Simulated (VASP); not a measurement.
# SiO2 (Cristobalite high) (P2_13) in VASP: electric field gradients with PBE

Aim: the electric field gradients of SiO2 (Cristobalite high) with PBE.

All numbers are computed with VASP 6.6.1; they aren't measurements. Logs are shortened: lines on timing, memory, paths and dates and some standing lists are left out, and cuts for length are marked.

### Step 1. The crystal as given

It takes space group P2_13 (No. 198, cubic). Conventional cell: a = 7.160 Å, b = 7.160 Å, c = 7.160 Å, α = 90.00°, β = 90.00°, γ = 90.00°. Si (site symmetry 3) has 4 O at 1.60 to 1.61 Å as nearest neighbours. Si (site symmetry 3) has 4 O at 1.65 to 1.67 Å as nearest neighbours. Around O (site symmetry 3) lie 2 Si at 1.61 to 1.65 Å. O (site symmetry 1) has 2 Si at 1.60 to 1.67 Å as nearest neighbours.

### Step 2. Electric field gradients, PBE

Input file INCAR:

```
  PREC = Accurate
  ENCUT = 520
  EDIFF = 1E-8
  ISMEAR = -1
  SIGMA = 0.02
  LREAL = Auto
  LASPH = T
  NELM = 100
  ALGO = Fast
  ISIF = 2
  LWAVE = F
  LCHARG = F
  GGA = PE
  LEFG = T
  NBANDS = 82
```

Input file KPOINTS:

```
Automatic mesh
0
Gamma
  4 4 4
```

Input file POSCAR:

```
SiO2
1.0
    7.1600000000      0.0000000000      0.0000000000
    0.0000000000      7.1600000000      0.0000000000
    0.0000000000      0.0000000000      7.1600000000
Si O
8 16
Direct
    0.2550000000      0.2550000000      0.2550000000
    0.2450000000      0.7450000000      0.7550000000
    0.7550000000      0.2450000000      0.7450000000
    0.7450000000      0.7550000000      0.2450000000
    0.9920000000      0.9920000000      0.9920000000
    0.5080000000      0.0080000000      0.4920000000
    0.4920000000      0.5080000000      0.0080000000
    0.0080000000      0.4920000000      0.5080000000
    0.1250000000      0.1250000000      0.1250000000
    0.3750000000      0.8750000000      0.6250000000
    0.6250000000      0.3750000000      0.8750000000
    0.8750000000      0.6250000000      0.3750000000
    0.6600000000      0.6600000000      0.0620000000
    0.8400000000      0.3400000000      0.5620000000
    0.1600000000      0.8400000000      0.9380000000
    0.3400000000      0.1600000000      0.4380000000
    0.0620000000      0.6600000000      0.6600000000
    0.5620000000      0.8400000000      0.3400000000
    0.9380000000      0.1600000000      0.8400000000
    0.4380000000      0.3400000000      0.1600000000
    0.6600000000      0.0620000000      0.6600000000
    0.3400000000      0.5620000000      0.8400000000
    0.8400000000      0.9380000000      0.1600000000
    0.1600000000      0.4380000000      0.3400000000
```

Potentials or basis: VASP PAW PBE potentials, release 64 (Si, O).

The run is started by

```console
$ cat potpaw_PBE.64/Si/POTCAR potpaw_PBE.64/O/POTCAR > POTCAR
$ mpirun -np 1 vasp_std > vasp.out
```

OUTCAR:

```text
PREC = Accurate
   ENCUT = 520
   EDIFF = 1E-8
   ISMEAR = -1
   LREAL = Auto
   LASPH = T
   NELM = 100
   ISIF = 2
   GGA = PE

 ion  position               nearest neighbor table
   1  0.255  0.255  0.255-  16 1.60  20 1.60  24 1.60   9 1.61   7 3.05   8 3.05   6 3.05
   2  0.245  0.745  0.755-  15 1.60  17 1.60  22 1.60  10 1.61   7 3.05   8 3.05   5 3.05
   3  0.755  0.245  0.745-  14 1.60  19 1.60  21 1.60  11 1.61   6 3.05   8 3.05   5 3.05
   4  0.745  0.755  0.245-  13 1.60  18 1.60  23 1.60  12 1.61   6 3.05   7 3.05   5 3.05
   5  0.992  0.992  0.992-   9 1.65  15 1.67  19 1.67  23 1.67   3 3.05   4 3.05   2 3.05
   6  0.508  0.008  0.492-  10 1.65  16 1.67  18 1.67  21 1.67   3 3.05   4 3.05   1 3.05
   7  0.492  0.508  0.008-  11 1.65  13 1.67  20 1.67  22 1.67   2 3.05   4 3.05   1 3.05
   8  0.008  0.492  0.508-  12 1.65  14 1.67  17 1.67  24 1.67   2 3.05   3 3.05   1 3.05
   9  0.125  0.125  0.125-   1 1.61   5 1.65
  10  0.375  0.875  0.625-   2 1.61   6 1.65
  11  0.625  0.375  0.875-   3 1.61   7 1.65
  12  0.875  0.625  0.375-   4 1.61   8 1.65
  13  0.660  0.660  0.062-   4 1.60   7 1.67
  14  0.840  0.340  0.562-   3 1.60   8 1.67
[... 8 lines left out ...]
  23  0.840  0.938  0.160-   4 1.60   5 1.67
  24  0.160  0.438  0.340-   1 1.60   8 1.67

  LATTYP: Found a simple cubic cell.
 ALAT       =     7.1600000000

  Lattice vectors:

 A1 = (   7.1600000000,   0.0000000000,   0.0000000000)
 A2 = (   0.0000000000,   7.1600000000,   0.0000000000)
 A3 = (   0.0000000000,   0.0000000000,   7.1600000000)

Analysis of symmetry for initial positions (statically):
=====================================================================
 Subroutine PRICEL returns:
 Original cell was already a primitive cell.

 Routine SETGRP: Setting up the symmetry group for a
 simple cubic supercell.

 Subroutine GETGRP returns: Found 12 space group operations
 (whereof  3 operations were pure point group operations)
 out of a pool of 48 trial point group operations.

The static configuration has the point symmetry C_3 .
 The point group associated with its full space group is T   .

Analysis of symmetry for dynamics (positions and initial velocities):
=====================================================================
 Subroutine PRICEL returns:
 Original cell was already a primitive cell.

 Routine SETGRP: Setting up the symmetry group for a
 simple cubic supercell.

 Subroutine GETGRP returns: Found 12 space group operations
 (whereof  3 operations were pure point group operations)
 out of a pool of 48 trial point group operations.

The dynamic configuration has the point symmetry C_3 .
 The point group associated with its full space group is T   .

 Subroutine INISYM returns: Found 12 space group operations
 (whereof  3 operations are pure point group operations),
 and found     1 'primitive' translations

----------------------------------------------------------------------------------------

                                     Primitive cell

  volume of cell :     367.0617

  direct lattice vectors                    reciprocal lattice vectors
     7.160000000  0.000000000  0.000000000     0.139664804  0.000000000  0.000000000
     0.000000000  7.160000000  0.000000000     0.000000000  0.139664804  0.000000000
     0.000000000  0.000000000  7.160000000     0.000000000  0.000000000  0.139664804

  length of vectors
     7.160000000  7.160000000  7.160000000     0.139664804  0.139664804  0.139664804

  position of ions in fractional coordinates (direct lattice)
     0.255000000  0.255000000  0.255000000
     0.245000000  0.745000000  0.755000000
     0.755000000  0.245000000  0.745000000
     0.745000000  0.755000000  0.245000000
     0.992000000  0.992000000  0.992000000
     0.508000000  0.008000000  0.492000000
[... 16 lines left out ...]
     0.840000000  0.938000000  0.160000000
     0.160000000  0.438000000  0.340000000

  ion indices of the primitive-cell ions
   primitive index   ion index
                 1           1
                 2           2
                 3           3
                 4           4
                 5           5
                 6           6
[... 16 lines left out ...]
                23          23
                24          24

----------------------------------------------------------------------------------------

 KPOINTS: Automatic mesh
[... 43 lines left out ...]
   NGXF,Y,Z  is equivalent  to a cutoff of  25.08, 25.08, 25.08 a.u.
 SYSTEM =  unknown system
   PREC   = accura    normal or accurate (medium, high low for compatibility)
   ISTART =      0    job   : 0-new  1-cont  2-samecut
   ICHARG =      2    charge: 1-file 2-atom 10-const
   ISPIN  =      1    spin polarized calculation?
   LNONCOLLINEAR =      F non collinear calculations
   LSORBIT =      F    spin-orbit coupling
   LASPH  =      T    aspherical Exc in radial PAW
   ENCUT  =  520.0 eV  38.22 Ry    6.18 a.u.  13.31 13.31 13.31*2*pi/ulx,y,z
   NELM   =    100;   NELMIN=  2; NELMDL= -5     # of ELM steps
   EDIFF  = 0.1E-07   stopping-criterion for ELM
   LREAL  =      T    real-space projection
   EDIFFG = 0.1E-06   stopping-criterion for IOM
   NSW    =      0    number of steps for IOM
   IBRION =     -1    ionic relax: 0-MD 1-quasi-New 2-CG
   NFREE  =      0    steps in history (QN), initial steepest desc. (CG)
   ISIF   =      2    stress and relaxation
   ISYM   =      2    0-nonsym 1-usesym 2-fastsym
   POTIM  = 0.5000    time-step for ionic-motion
   TEBEG  =    0.0;   TEEND  =   0.0 temperature during run
   PSTRESS=    0.0 pullay stress
   NELECT =     128.0000    total number of electrons
   NUPDOWN=      -1.0000    fix difference up-down
   EMIN   =  10.00;   EMAX   =-10.00  energy-range for DOS
   EFERMI =   0.00;   METHOD = LEGACY
   ISMEAR =    -1;   SIGMA  =   0.02  broadening in eV -4-tet -1-fermi 0-gaus
   EFERMI_NEDOS =   21; number of points for ismear=-14 and -15
   IALGO  =     68    algorithm
   IMIX   =      4    mixing-type and parameters
     AMIX     =   0.40;   BMIX     =  1.00
     AMIX_MAG =   1.60;   BMIX_MAG =  1.00
  volume/ion in A,a.u.               =      15.29       103.21
  Fermi-wavevector in a.u.,A,eV,Ry     =   1.152299  2.177529 18.065716  1.327793
  Thomas-Fermi vector in A             =   2.288951
   LORBIT       =      0    0 simple, 1 ext, 2 COOP (PROOUT), +10 PAW based schemes
   GGA     = PE    functional components
   LHFCALC =     F    Hartree Fock is set to
   AEXX    =    0.0000 exact exchange contribution
   IVDW    =     0    specifies the selected vdW correction
   LEPSILON=     F    determine dielectric tensor
   LRPA    =     F    only Hartree local field effects (RPA)
 non-spin polarized calculation
 RMM-DIIS sequential band-by-band and
  energy-cutoff  :      520.00
  volume of cell :      367.06
 maximum number of plane-waves:      9952
 NGX is ok and might be reduce to    54
   NGX = 27   NGY = 27   NGZ = 27

 number of electron     128.0000065 magnetization

 Free energy of the ion-electron system (eV)
  ---------------------------------------------------
  ext. energy  EPLUGINS =         0.00000000
  ---------------------------------------------------
  free energy    TOTEN  =      -184.32337445 eV

  energy without entropy =     -184.32337445  energy(sigma->0) =     -184.32337445

 E-fermi :   0.4660     XC(G=0):  -8.0828

 val. band max:       -0.0647482586   @ k =   0.5000   0.5000   0.2500
 cond. band min:       4.0951794843   @ k =   0.0000   0.0000   0.0000
 fundamental gap:      4.1599277429
 Fermi energy:         0.4660208406

 k-point     1 :       0.0000    0.0000    0.0000
  band No.  band energies     occupation
      1     -19.6507      2.00000
      2     -18.9518      2.00000
      3     -18.9518      2.00000
      4     -18.9518      2.00000
      5     -18.5295      2.00000
      6     -18.5295      2.00000
[... 858 lines left out ...]
     75       8.6892      0.00000
     76       8.6903      0.00000
 [bands above 76 left out]

------------------------ aborting loop because EDIFF is reached ----------------------------------------

  FORCE on cell =-STRESS in cart. coord.  units (eV):
  Direction    XX          YY          ZZ          XY          YZ          ZX
  --------------------------------------------------------------------------------------
  -------------------------------------------------------------------------------------
  Total        7.4893670      7.4893670      7.4893670     -0.0000000      0.0000000      0.0000000
  in kB       32.6901287     32.6901287     32.6901287     -0.0000000      0.0000000      0.0000000
  external PRESSURE =      32.6901287 kB  Pullay stress =       0.0000000 kB

 VOLUME and BASIS-vectors are now :
 -----------------------------------------------------------------------------
  energy-cutoff  :      520.00
  volume of cell :      367.06
      direct lattice vectors                 reciprocal lattice vectors
     7.160000000  0.000000000  0.000000000     0.139664804  0.000000000  0.000000000
     0.000000000  7.160000000  0.000000000     0.000000000  0.139664804  0.000000000
     0.000000000  0.000000000  7.160000000     0.000000000  0.000000000  0.139664804

 POSITION                                       TOTAL-FORCE (eV/Angst)
 -----------------------------------------------------------------------------------
      1.82580      1.82580      1.82580        -0.855772     -0.855772     -0.855772
      1.75420      5.33420      5.40580         0.855772      0.855772     -0.855772
      5.40580      1.75420      5.33420        -0.855772      0.855772      0.855772
      5.33420      5.40580      1.75420         0.855772     -0.855772      0.855772
      7.10272      7.10272      7.10272         2.023623      2.023623      2.023623
      3.63728      0.05728      3.52272        -2.023623     -2.023623      2.023623
[... 16 lines left out ...]
      6.01440      6.71608      1.14560         1.775127      0.905597     -2.280025
      1.14560      3.13608      2.43440        -1.775127      0.905597      2.280025
 -----------------------------------------------------------------------------------
    total drift:                                0.000000      0.000001      0.000000

  FREE ENERGIE OF THE ION-ELECTRON SYSTEM (eV)
  ---------------------------------------------------
  free  energy   TOTEN  =      -184.3233744503 eV

  energy  without entropy=     -184.3233744503  energy(sigma->0) =     -184.32337445

 Electric field gradients (V/A^2)
---------------------------------------------------------------------
 ion       V_xx      V_yy      V_zz      V_xy      V_xz      V_yz
---------------------------------------------------------------------
   1       0.000    -0.000    -0.000    -8.286    -8.286    -8.286
   2       0.000     0.000    -0.000    -8.286     8.286     8.286
   3       0.000    -0.000     0.000     8.286     8.286    -8.286
   4       0.000     0.000    -0.000     8.286    -8.286     8.286
   5      -0.000     0.000     0.000    13.688    13.688    13.688
   6      -0.000    -0.000     0.000    13.688   -13.688   -13.688
[... 16 lines left out ...]
  23     -36.004    -3.329    39.333    12.126   -65.396   -34.988
  24     -36.004    -3.329    39.333   -12.126   -65.396    34.988
---------------------------------------------------------------------

 Electric field gradients after diagonalization (V/A^2)
 (convention: |V_zz| > |V_xx| > |V_yy|)
----------------------------------------------------------------------
 ion       V_xx      V_yy      V_zz     asymmetry (V_yy - V_xx)/ V_zz
----------------------------------------------------------------------
   1       8.286     8.286   -16.572       0.000
   2       8.286     8.286   -16.572       0.000
   3       8.286     8.286   -16.572       0.000
   4       8.286     8.286   -16.572       0.000
   5     -13.688   -13.688    27.376       0.000
   6     -13.688   -13.688    27.376       0.000
[... 16 lines left out ...]
  23     -74.591   -16.578    91.168       0.636
  24     -74.591   -16.578    91.168       0.636
----------------------------------------------------------------------

           NMR quadrupolar parameters

 Cq : quadrupolar parameter    Cq=e*Q*V_zz/h
 eta: asymmetry parameters     (V_yy - V_xx)/ V_zz
 Q  : nuclear electric quadrupole moment in mb (millibarn)
----------------------------------------------------------------------
 ion       Cq(MHz)       eta       Q (mb)
----------------------------------------------------------------------
   1      -0.040       0.000       1.000
   2      -0.040       0.000       1.000
   3      -0.040       0.000       1.000
   4      -0.040       0.000       1.000
   5       0.066       0.000       1.000
   6       0.066       0.000       1.000
[... 16 lines left out ...]
  23       0.220       0.636       1.000
  24       0.220       0.636       1.000
----------------------------------------------------------------------
```

It took 5.5 min on 1 thread of Intel Xeon 6975P-C (Granite Rapids), shared host; peak memory 0.48 GiB.

Results:

```
Free energy            : -184.3234 eV
Pressure               : 3.3 GPa
Largest force          : 3.505 eV/Å
Band gap on the k mesh : 4.16 eV, indirect (least direct gap 4.18 eV)
```

Forces on the atoms (eV/Å):
```
Si  -0.856 -0.856 -0.856
Si   0.856  0.856 -0.856
Si  -0.856  0.856  0.856
Si   0.856 -0.856  0.856
Si   2.024  2.024  2.024
Si  -2.024 -2.024  2.024
Si   2.024 -2.024 -2.024
Si  -2.024  2.024 -2.024
O    1.309  1.309  1.309
O   -1.309 -1.309  1.309
O    1.309 -1.309 -1.309
O   -1.309  1.309 -1.309
O   -2.280 -1.775 -0.906
O    2.280  1.775 -0.906
O   -2.280  1.775  0.906
O    2.280 -1.775  0.906
O   -0.906 -2.280 -1.775
O   -0.906  2.280  1.775
O    0.906 -2.280  1.775
O    0.906  2.280 -1.775
O   -1.775 -0.906 -2.280
O    1.775 -0.906  2.280
O    1.775  0.906 -2.280
O   -1.775  0.906  2.280
```

Electric field gradients, principal values (V/Å²):
| atom | Vxx | Vyy | Vzz |
| --- | --- | --- | --- |
| 1 Si | 8.286 | 8.286 | -16.572 |
| 2 Si | 8.286 | 8.286 | -16.572 |
| 3 Si | 8.286 | 8.286 | -16.572 |
| 4 Si | 8.286 | 8.286 | -16.572 |
| 5 Si | -13.688 | -13.688 | 27.376 |
| 6 Si | -13.688 | -13.688 | 27.376 |
| 7 Si | -13.688 | -13.688 | 27.376 |
| 8 Si | -13.688 | -13.688 | 27.376 |
| 9 O | -51.802 | -51.802 | 103.603 |
| 10 O | -51.802 | -51.802 | 103.603 |
| 11 O | -51.802 | -51.802 | 103.603 |
| 12 O | -51.802 | -51.802 | 103.603 |
| 13 O | -16.578 | -74.591 | 91.168 |
| 14 O | -16.578 | -74.591 | 91.168 |
| 15 O | -16.578 | -74.591 | 91.168 |
| 16 O | -16.578 | -74.591 | 91.168 |
| 17 O | -16.578 | -74.591 | 91.168 |
| 18 O | -16.578 | -74.591 | 91.168 |
| 19 O | -16.578 | -74.591 | 91.168 |
| 20 O | -16.578 | -74.591 | 91.168 |
| 21 O | -16.578 | -74.591 | 91.168 |
| 22 O | -16.578 | -74.591 | 91.168 |
| 23 O | -16.578 | -74.591 | 91.168 |
| 24 O | -16.578 | -74.591 | 91.168 |

Caveat: forces of over 1 eV/Å show positions far from the minimum, so gaps and moduli don't describe the material at rest. A k mesh can miss the band edges.
